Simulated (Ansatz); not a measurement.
# Polar CaO (111) films against thickness, part 3 of 5

Aim: dipole, vacuum step and gap of CaO (111) films by thickness.

Ansatz 0.2.0; plane-wave DFT, PBEsol, Ansatz PAW.

So far, gap on the k-mesh (eV): step 2 (relaxation, 2 atoms, units 1) 1.31; step 3 (density of states) 1.30. Also work function, upper face (eV): step 4 (relaxing the film, 4 atoms, units 2) 7.09.

### Step 6. Before relaxing, 4 atoms, units 2

For comparison, the film as cut from the bulk, to show what relaxation does to the dipole.

File input.yaml:

```yaml
crystal:
  lattice:
    - [3.40118362, 0.0, 0.0]
    - [-1.70059181, 2.94551142, 0.0]
    - [0.0, 0.0, 22.1655821922]
  atoms:
    - { symbol: Ca, position: [0.66666667, 0.33333333, 0.4060349023] }
    - { symbol: O, position: [0.0, 0.0, 0.4686783008] }
    - { symbol: Ca, position: [0.33333333, 0.66666667, 0.5313216992] }
    - { symbol: O, position: [0.66666667, 0.33333333, 0.5939650977] }
kpoints:
  mp_grid: { grid: [12, 12, 1] }
hamiltonian:
  xc: pbesol
scf:
  occupations: { method: fermi_dirac, width: 0.03 }
  convergence: { dr2_threshold: 1.0e-09 }
efield:
  axis: 3
  dipole_correction: true
  ramp_position: 0.97
  ramp_width: 0.06
output:
  write_potential: true
  write_density: true
  volumetric_format: npy
```

On the command line:

```sh
$ ansatz run input.yaml --threads 4 --pin off --max-ram 6144MiB --backend cpu --events-out ev --progress --plain --runs-dir out
```

Numbers of over 12 decimals in the logs are rounded to 6 here.

What it wrote:

```text
[...]
Crystal: 4 atoms, lattice volume = 222.060 Å³
Basis set: ecut = 420 eV, 4371 PW (Γ)
Bands: 20, of which v1, the nominal top of the filled ones, is band 16 counted from 1 (15 counted from 0)
Symmetry: 6 space group operations
[...]
k-points: 19 of 144 (time reversal used)
[...]
SCF iter   1: F=—  HF=-4710.556773 eV  |F-HF|=—  |Δ(HF+E_count)|=         —  Δρ=6.79e-3  dr2=2.12e-1  ethr=1.77e-3  p=-0.300 e·Å  D=-2.45e-1 V/Å  ΔV_dip=5.43 eV  dr2_dipole=3.82e-2  V_vac-E_F(+/−)=9.33/3.90 eV  ⟨swp⟩=17.1  Hψ=3458  notcnv=0
[...]
SCF iter  12: F=-4710.529061 eV  HF=-4710.529061 eV  |F-HF|=5.17e-10  |Δ(HF+E_count)|=  1.30e-10  Δρ=6.15e-7  dr2=9.23e-10  ethr=3.13e-12  p=-0.306 e·Å  D=-2.49e-1 V/Å  ΔV_dip=5.52 eV  dr2_dipole=9.88e-12  V_vac-E_F(+/−)=9.48/3.96 eV  ⟨swp⟩=3.0  Hψ=1390  notcnv=0
SCF 1 converged in 12 iterations: F = -4710.529061 eV  dr2 = 9.23e-10
[...]
SCF converged after 12 iterations
Free energy (F): -4710.529061 eV
[...]
Internal energy: -4710.503735 eV  (E = F + TS)
E sigma→0 (E₀):  -4710.516398 eV
Entropy (-TS):   -0.025325 eV (-6.331 meV/atom)
Fermi energy:    -2.601216 eV
Dipole field:    D = -0.249025 V/Å  (p = -0.305598 e·Å, saw-weighted, corrected)
Work function:   Φ+ = 9.4790 eV   Φ− = 3.9592 eV
[...]
--- Band table (eV; the first three rows and the last of 19) ---
  k-point 0: bands = [... 12 lower, -5.8598, -3.9319, -2.8992, -2.4941, -2.4941, -0.8423, 0.6160, 0.6160]
  k-point 1: bands = [... 12 lower, -5.8650, -3.8001, -2.9216, -2.5539, -2.5059, -0.8013, 0.4623, 0.6953]
  k-point 2: bands = [... 12 lower, -5.8818, -3.4842, -2.9893, -2.6770, -2.5369, -0.7706, 0.2140, 0.9300]
  k-point 18: bands = [... 12 lower, -6.1615, -3.4068, -2.9560, -2.6996, -1.5714, -1.0143, 0.9183, 0.9341]
```

It took 3.8 s on 4 threads of Arm Neoverse V1, shared host; peak memory 0.45 GiB.

Numbers from this step:

* energy at zero smearing: -4710.5164 eV
* work function, upper face: 9.479 eV
* work function, lower face: 3.959 eV
* dipole along the normal: -0.3056 e·Å
* step between the vacuum levels: 5.520 eV

The vacuum levels of the two faces differ by 5.52 eV, and there is no gap.

### Step 7. Relaxing the film, 6 atoms, units 3

System of this step: CaO (111), 3 units. The cell holds 6 atoms: 3 Ca and 3 O. Cell: a = 3.401 Å, b = 3.401 Å, c = 24.943 Å, α = 90.0°, β = 90.0°, γ = 120.0°. It derives from CaO (rocksalt CaO). Vacuum lies along c.

The next thickness, treated alike, to follow how potential and charge build up across the film.

input.yaml, the sections that differ from step 6:

```yaml
crystal:
  lattice:
    - [3.40118362, 0.0, 0.0]
    - [-1.70059181, 2.94551142, 0.0]
    - [0.0, 0.0, 24.942636987]
  atoms:
    - { symbol: Ca, position: [0.66666667, 0.33333333, 0.3608279271] }
    - { symbol: O, position: [0.0, 0.0, 0.4164967562] }
    - { symbol: Ca, position: [0.33333333, 0.66666667, 0.4721655854] }
    - { symbol: O, position: [0.66666667, 0.33333333, 0.5278344146] }
    - { symbol: Ca, position: [0.0, 0.0, 0.5835032438] }
    - { symbol: O, position: [0.33333333, 0.66666667, 0.6391720729] }
relax:
  f_tol: 0.01
  max_steps: 100
# kpoints, hamiltonian, scf, efield, output: as in step 6
```

What it wrote:

```text
[...]
Crystal: 6 atoms, lattice volume = 249.881 Å³
Basis set: ecut = 420 eV, 4931 PW (Γ), exchange–correlation on 48×48×360 points (8 copies of the dense FFT grid, shifted against one another)
Bands: 30, of which v1, the nominal top of the filled ones, is band 24 counted from 1 (23 counted from 0)
Symmetry: 6 space group operations
[...]
atoms:
    - { symbol: Ca, position: [0.666667, 0.333333, 0.369203] }
    - { symbol: O, position: [-5.900387676380482e-18, 0, 0.405626] }
    - { symbol: Ca, position: [0.333333, 0.666667, 0.483639] }
    - { symbol: O, position: [0.666667, 0.333333, 0.519409] }
    - { symbol: Ca, position: [7.324695555224604e-18, 0, 0.596998] }
    - { symbol: O, position: [0.333333, 0.666667, 0.625126] }
[key lines of the parts left out:]
SCF converged after 13 iterations
Free energy (F): -7069.953849 eV
Fermi energy:    -0.814935 eV
Dipole field:    D = -0.160888 V/Å  (p = -0.222175 e·Å, saw-weighted, corrected)
Work function:   Φ+ = 7.7528 eV   Φ− = 3.7398 eV
```

Wall time 37 s (4 threads); peak memory 0.53 GiB; 2.4 min of CPU time.

The steps of the relaxation:

```csv
step,energy less that of the first step (eV),largest force component (eV/Å)
1,0.0000,2.3412
2,-0.8259,1.4024
3,-1.5305,0.3916
4,-1.4951,0.6424
5,-1.5342,0.2758
6,-1.5521,0.0695
7,-1.5524,0.1196
8,-1.5542,0.0083
```

Relaxation step 4 was tried and not accepted.

The run keeps the 6 symmetry operations that it works with, so distortions that break them were not tested.

The atoms that moved most (Å):

```csv
atom,dx,dy,dz,length
O6,0.000,0.000,-0.350,0.350
Ca5,0.000,0.000,0.337,0.337
Ca3,0.000,0.000,0.286,0.286
O2,0.000,0.000,-0.271,0.271
O4,0.000,0.000,-0.210,0.210
Ca1,0.000,0.000,0.209,0.209
```

Final coordinates:

```cif
data_structure
_symmetry_space_group_name_H-M 'P 1'
_symmetry_Int_Tables_number 1
_cell_length_a 3.4012
_cell_length_b 3.4012
_cell_length_c 24.9426
_cell_angle_alpha 90.000
_cell_angle_beta 90.000
_cell_angle_gamma 120.000
_cell_volume 249.88
loop_
_atom_site_label
_atom_site_type_symbol
_atom_site_fract_x
_atom_site_fract_y
_atom_site_fract_z
_atom_site_occupancy
Ca1 Ca 0.66667 0.33333 0.36920 1
O2 O 0.00000 0.00000 0.40563 1
Ca3 Ca 0.33333 0.66667 0.48364 1
O4 O 0.66667 0.33333 0.51941 1
Ca5 Ca 0.00000 0.00000 0.59700 1
O6 O 0.33333 0.66667 0.62513 1
```

The relaxation took 8 steps and lowered the energy by 1.6 eV; the largest force on the free atoms ends at 0.0083 eV/Å.

The work function of the upper face is 7.75 eV.

### Step 8. Single point on the relaxed film, 6 atoms, units 3

The next thickness, treated alike, to follow how potential and charge build up across the film.

input.yaml, the sections that differ from step 7:

```yaml
crystal:
  lattice:
    - [3.4011836212, 0.0, 0.0]
    - [-1.7005918106, 2.9455114189, 0.0]
    - [0.0, 0.0, 24.942636987]
  atoms:
    - { symbol: Ca, position: [0.6666666667, 0.3333333333, 0.3692028553] }
    - { symbol: O, position: [0.0, 0.0, 0.405626262] }
    - { symbol: Ca, position: [0.3333333333, 0.6666666667, 0.483638508] }
    - { symbol: O, position: [0.6666666667, 0.3333333333, 0.5194089115] }
    - { symbol: Ca, position: [0.0, 0.0, 0.5969977911] }
    - { symbol: O, position: [0.3333333333, 0.6666666667, 0.6251256721] }
output:
  eigenvalues: true
  dos: { projected: true, e_range: [-7, 7] }
  write_potential: true
  write_density: true
  volumetric_format: npy
# kpoints, hamiltonian, scf, efield: as in step 7
# relax: removed
```

What it wrote:

```text
[...]
Crystal: 6 atoms, lattice volume = 249.881 Å³
Basis set: ecut = 420 eV, 4931 PW (Γ)
Bands: 30, of which v1, the nominal top of the filled ones, is band 24 counted from 1 (23 counted from 0)
Symmetry: 6 space group operations
[...]
k-points: 19 of 144 (time reversal used)
[...]
k-point 1: bands = [... 20 lower, -2.6603, -1.6359, -1.4856, -1.4104, -1.3459, 1.7766, 2.8968, 3.2593, ... 2 higher]
  k-point 2: bands = [... 20 lower, -2.5950, -1.5636, -1.3162, -1.2991, -1.1937, 2.0086, 2.7328, 3.1625, ... 2 higher]
  k-point 18: bands = [... 20 lower, -2.5761, -1.1970, -1.0245, -0.9701, 0.5630, 1.6264, 2.4449, 3.2620, ... 2 higher]
[key lines of the parts left out:]
SCF converged after 18 iterations
Free energy (F): -7069.953937 eV
Fermi energy:    -0.815044 eV
Dipole field:    D = -0.160885 V/Å  (p = -0.222170 e·Å, saw-weighted, corrected)
Work function:   Φ+ = 7.7529 eV   Φ− = 3.7400 eV
```

Wall time 7.2 s (4 threads); peak memory 0.54 GiB.

The density of states has structure finer than the step of the table below, so its rows give means over 0.25 eV, whole bins alone (the curve runs from -7 to 1.98 eV). Peaks (eV: height): -3.910: 16.3, -3.770: 24.8, -2.400: 23.6, -2.020: 14.7, -1.770: 15.9, -1.670: 18.4, -0.020: 18.6.

Table of density of states by energy, zero at the Fermi level; means over each step:

```csv
energy (eV),density of states (states/eV a cell)
-5.00,0
-4.75,2.27
-4.50,5.70
-4.25,2.34
-4.00,5.86
-3.75,9.31
-3.50,0
-3.25,0
-3.00,0
-2.75,0.00819
-2.50,6.89
-2.25,1.38
-2.00,4.76
-1.75,11.4
-1.50,1.34
-1.25,0
-1.00,1.12
-0.75,6.25
-0.50,4.90
-0.25,6.17
0.00,6.62
0.25,0.644
0.50,0.715
0.75,0.826
1.00,1.15
1.25,2.07
1.50,0.0558
1.75,0
```

The vacuum levels of the two faces differ by 4.01 eV, and there is no gap.

### Step 9. Before relaxing, 6 atoms, units 3

input.yaml, the sections that differ from step 8:

```yaml
crystal:
  lattice:
    - [3.40118362, 0.0, 0.0]
    - [-1.70059181, 2.94551142, 0.0]
    - [0.0, 0.0, 24.942636987]
  atoms:
    - { symbol: Ca, position: [0.66666667, 0.33333333, 0.3608279271] }
    - { symbol: O, position: [0.0, 0.0, 0.4164967562] }
    - { symbol: Ca, position: [0.33333333, 0.66666667, 0.4721655854] }
    - { symbol: O, position: [0.66666667, 0.33333333, 0.5278344146] }
    - { symbol: Ca, position: [0.0, 0.0, 0.5835032438] }
    - { symbol: O, position: [0.33333333, 0.66666667, 0.6391720729] }
output:
  write_potential: true
  write_density: true
  volumetric_format: npy
# kpoints, hamiltonian, scf, efield: as in step 8
```

What it wrote:

```text
[...]
Crystal: 6 atoms, lattice volume = 249.881 Å³
Basis set: ecut = 420 eV, 4931 PW (Γ)
Bands: 30, of which v1, the nominal top of the filled ones, is band 24 counted from 1 (23 counted from 0)
Symmetry: 6 space group operations
[...]
k-points: 19 of 144 (time reversal used)
[...]
SCF iter   1: F=—  HF=-7068.507138 eV  |F-HF|=—  |Δ(HF+E_count)|=         —  Δρ=1.30e-2  dr2=4.63e0  ethr=1.77e-3  p=-0.297 e·Å  D=-2.15e-1 V/Å  ΔV_dip=5.36 eV  dr2_dipole=2.09e0  V_vac-E_F(+/−)=9.31/3.95 eV  ⟨swp⟩=19.9  Hψ=5020  notcnv=0  defer=4
[...]
SCF iter  17: F=-7068.399694 eV  HF=-7068.399694 eV  |F-HF|=8.35e-10  |Δ(HF+E_count)|=  4.42e-10  Δρ=4.24e-7  dr2=5.47e-10  ethr=2.08e-12  p=-0.307 e·Å  D=-2.22e-1 V/Å  ΔV_dip=5.55 eV  dr2_dipole=1.84e-12  V_vac-E_F(+/−)=9.46/3.91 eV  ⟨swp⟩=11.4  Hψ=1575  notcnv=0
SCF 1 converged in 17 iterations: F = -7068.399694 eV  dr2 = 5.47e-10
[...]
SCF converged after 17 iterations
Free energy (F): -7068.399694 eV
[...]
Internal energy: -7068.366005 eV  (E = F + TS)
E sigma→0 (E₀):  -7068.382849 eV
Entropy (-TS):   -0.033689 eV (-5.615 meV/atom)
Fermi energy:    -1.217668 eV
Dipole field:    D = -0.222409 V/Å  (p = -0.307131 e·Å, saw-weighted, corrected)
Work function:   Φ+ = 9.4617 eV   Φ− = 3.9142 eV
[...]
--- Band table (eV; the first three rows and the last of 19) ---
  k-point 0: bands = [... 20 lower, -3.3254, -2.5619, -1.5155, -1.0861, -1.0861, 0.2608, 1.6116, 1.6116, ... 2 higher]
  k-point 1: bands = [... 20 lower, -3.3371, -2.4493, -1.5102, -1.1631, -1.1006, 0.2961, 1.4463, 1.6964, ... 2 higher]
  k-point 2: bands = [... 20 lower, -3.3685, -2.1934, -1.5528, -1.2940, -1.1375, 0.2842, 1.2243, 1.9450, ... 2 higher]
  k-point 18: bands = [... 20 lower, -3.7093, -2.0018, -1.5618, -1.2816, -0.4494, 0.1332, 1.8753, 1.9008, ... 2 higher]
```

It took 7.2 s on 4 threads; peak memory 0.54 GiB.

Numbers from this step:

```yaml
energy_at_zero_smearing: -7068.3828 eV
work_function_upper_face: 9.462 eV
work_function_lower_face: 3.914 eV
dipole_along_the_normal: -0.3071 e·Å
step_between_the_vacuum_levels: 5.547 eV
```

The vacuum levels of the two faces differ by 5.55 eV, and there is no gap.

### Step 10. Relaxing the film, 8 atoms, units 4

System of this step: CaO (111), 4 units. The cell holds 8 atoms: 4 Ca and 4 O. Cell: a = 3.401 Å, b = 3.401 Å, c = 27.720 Å, α = 90.0°, β = 90.0°, γ = 120.0°. It derives from CaO (rocksalt CaO). Vacuum lies along c.

The next thickness, treated alike, to follow how potential and charge build up across the film.

input.yaml, the sections that differ from step 9:

```yaml
crystal:
  lattice:
    - [3.40118362, 0.0, 0.0]
    - [-1.70059181, 2.94551142, 0.0]
    - [0.0, 0.0, 27.7196917818]
  atoms:
    - { symbol: Ca, position: [0.66666667, 0.33333333, 0.3246789348] }
    - { symbol: O, position: [0.0, 0.0, 0.3747706677] }
    - { symbol: Ca, position: [0.33333333, 0.66666667, 0.4248624006] }
    - { symbol: O, position: [0.66666667, 0.33333333, 0.4749541335] }
    - { symbol: Ca, position: [0.0, 0.0, 0.5250458665] }
    - { symbol: O, position: [0.33333333, 0.66666667, 0.5751375994] }
    - { symbol: Ca, position: [0.66666667, 0.33333333, 0.6252293323] }
    - { symbol: O, position: [0.0, 0.0, 0.6753210652] }
relax:
  f_tol: 0.01
  max_steps: 100
# kpoints, hamiltonian, scf, efield, output: as in step 9
```

What it wrote:

```text
[...]
Crystal: 8 atoms, lattice volume = 277.702 Å³
Basis set: ecut = 420 eV, 5433 PW (Γ), exchange–correlation on 48×48×384 points (8 copies of the dense FFT grid, shifted against one another)
Bands: 40, of which v1, the nominal top of the filled ones, is band 32 counted from 1 (31 counted from 0)
Symmetry: 6 space group operations
[...]
- { symbol: Ca, position: [0.333333, 0.666667, 0.432839] }
    - { symbol: O, position: [0.666667, 0.333333, 0.468784] }
    - { symbol: Ca, position: [-2.4338410608117225e-17, 1.850371711155179e-17, 0.533586] }
    - { symbol: O, position: [0.333333, 0.666667, 0.569231] }
    - { symbol: Ca, position: [0.666667, 0.333333, 0.634681] }
    - { symbol: O, position: [-3.743399319000237e-17, 1.8503717111551792e-17, 0.662152] }
[key lines of the parts left out:]
SCF converged after 14 iterations
Free energy (F): -9427.643278 eV
Fermi energy:    0.127195 eV
Dipole field:    D = -0.146984 V/Å  (p = -0.225573 e·Å, saw-weighted, corrected)
Work function:   Φ+ = 7.9007 eV   Φ− = 3.8263 eV
```

Elapsed: 61 s, on 4 threads; peak memory 0.64 GiB; 3.9 min of CPU time.

Step by step:

```csv
step,energy less that of the first step (eV),largest force component (eV/Å)
1,0.0000,2.0182
2,-0.6536,1.0214
3,-1.1884,0.8439
4,-1.0655,1.6012
5,-1.2233,0.2471
6,-1.2235,0.1777
7,-1.2303,0.0325
8,-1.2305,0.0061
```

Relaxation step 4 was tried and not accepted.

The run keeps the 6 symmetry operations that it works with, so distortions that break them were not tested.

The atoms that moved most (Å):

```csv
atom,dx,dy,dz,length
O8,0.000,0.000,-0.365,0.365
Ca7,0.000,0.000,0.262,0.262
Ca5,0.000,0.000,0.237,0.237
Ca3,0.000,0.000,0.221,0.221
O2,0.000,0.000,-0.199,0.199
Ca1,0.000,0.000,0.179,0.179
O4,0.000,0.000,-0.171,0.171
O6,0.000,0.000,-0.164,0.164
```

Final coordinates:

```cif
data_structure
_symmetry_space_group_name_H-M 'P 1'
_symmetry_Int_Tables_number 1
_cell_length_a 3.4012
_cell_length_b 3.4012
_cell_length_c 27.7197
_cell_angle_alpha 90.000
_cell_angle_beta 90.000
_cell_angle_gamma 120.000
_cell_volume 277.70
loop_
_atom_site_label
_atom_site_type_symbol
_atom_site_fract_x
_atom_site_fract_y
_atom_site_fract_z
_atom_site_occupancy
Ca1 Ca 0.66667 0.33333 0.33113 1
O2 O 0.00000 0.00000 0.36759 1
Ca3 Ca 0.33333 0.66667 0.43284 1
O4 O 0.66667 0.33333 0.46878 1
Ca5 Ca 0.00000 0.00000 0.53359 1
O6 O 0.33333 0.66667 0.56923 1
Ca7 Ca 0.66667 0.33333 0.63468 1
O8 O 0.00000 0.00000 0.66215 1
```

The relaxation took 8 steps and lowered the energy by 1.2 eV; the largest force on the free atoms ends at 0.0061 eV/Å.

The work function of the upper face is 7.90 eV.

### Step 11. The relaxed film, single point, 8 atoms, units 4

The next thickness, treated alike, to follow how potential and charge build up across the film.

input.yaml, the sections that differ from step 10:

```yaml
crystal:
  lattice:
    - [3.4011836212, 0.0, 0.0]
    - [-1.7005918106, 2.9455114189, 0.0]
    - [0.0, 0.0, 27.7196917818]
  atoms:
    - { symbol: Ca, position: [0.6666666667, 0.3333333333, 0.33113149] }
    - { symbol: O, position: [0.0, 0.0, 0.3675949801] }
    - { symbol: Ca, position: [0.3333333333, 0.6666666667, 0.4328385176] }
    - { symbol: O, position: [0.6666666667, 0.3333333333, 0.4687844134] }
    - { symbol: Ca, position: [0.0, 0.0, 0.5335864819] }
    - { symbol: O, position: [0.3333333333, 0.6666666667, 0.5692305275] }
    - { symbol: Ca, position: [0.6666666667, 0.3333333333, 0.6346812946] }
    - { symbol: O, position: [0.0, 0.0, 0.6621522949] }
output:
  eigenvalues: true
  dos: { projected: true, e_range: [-7, 7] }
  write_potential: true
  write_density: true
  volumetric_format: npy
# kpoints, hamiltonian, scf, efield: as in step 10
# relax: removed
```

What it wrote:

```text
[...]
Crystal: 8 atoms, lattice volume = 277.702 Å³
Basis set: ecut = 420 eV, 5433 PW (Γ)
Bands: 40, of which v1, the nominal top of the filled ones, is band 32 counted from 1 (31 counted from 0)
Symmetry: 6 space group operations
[...]
k-points: 19 of 144 (time reversal used)
[...]
k-point 1: bands = [... 28 lower, -1.1107, -0.8941, -0.4357, -0.3088, -0.2723, 2.2908, 3.3746, 3.6258, ... 4 higher]
  k-point 2: bands = [... 28 lower, -1.0611, -0.5637, -0.5097, -0.2368, -0.1752, 2.3394, 3.2973, 3.3964, ... 4 higher]
  k-point 18: bands = [... 28 lower, -1.0810, -0.3136, -0.0287, 0.0580, 1.0833, 2.0159, 2.9454, 3.7479, ... 4 higher]
[key lines of the parts left out:]
SCF converged after 21 iterations
Free energy (F): -9427.643371 eV
Fermi energy:    0.127098 eV
Dipole field:    D = -0.146947 V/Å  (p = -0.225517 e·Å, saw-weighted, corrected)
Work function:   Φ+ = 7.9005 eV   Φ− = 3.8271 eV
```

Wall time 11 s (4 threads); peak memory 0.66 GiB; 43 s of CPU time.

The density of states has structure finer than the step of the table below, so its rows give means over 0.25 eV, whole bins alone (the curve runs from -7 to 1.98 eV). Peaks (eV: height): -4.300: 18.2, -2.790: 25.1, -2.650: 20.7, -1.880: 27.9, -0.680: 21.4, -0.160: 18.6, -0.020: 17.7.

Density of states against energy, zero at the Fermi level; means over each step:

energy (eV), density of states (states/eV a cell) and a bar:
```
    -5.50        0.0 
    -5.25        3.0 #######
    -5.00        4.7 ###########
    -4.75        2.4 ######
    -4.50        5.8 ##############
    -4.25        7.6 ##################
    -4.00        0.0 
    -3.75        0.0 
    -3.50        4.8 ############
    -3.25        2.6 ######
    -3.00        1.7 ####
    -2.75       12.4 ##############################
    -2.50        2.1 #####
    -2.25        0.0 
    -2.00        6.2 ###############
    -1.75        2.6 ######
    -1.50        2.7 ######
    -1.25        9.9 ########################
    -1.00        2.6 ######
    -0.75        6.7 ################
    -0.50        3.9 #########
    -0.25        8.8 #####################
     0.00        6.9 #################
     0.25        0.8 ##
     0.50        1.0 ##
     0.75        1.8 ####
     1.00        1.2 ###
     1.25        0.0 
     1.50        0.0 
     1.75        5.0 ############
```

The vacuum levels of the two faces differ by 4.07 eV, and there is no gap.

(Part 3 of 5 ends here.)

[Logs are printed without paths, hosts, clocks, repeated set-up lines and the standing remarks that a program may print on its own settings, such as how far it seeks lower states.]

[Hosts, paths, dates, database ids (printed as entryN), source tags and the programs' standing remarks are cut or masked in the printed files.]

[Maps of the electrostatic potential energy from Ansatz leave out the sawtooth potential of an applied field or a dipole correction, so their vacuum need not be flat; planar profiles and work functions include it.]

[The density of states shown here was stored with 400 of the rows of the run's finer table, so its peaks can read low, often by over a quarter, or be missed, and its means over a window can be off by a tenth or more.]
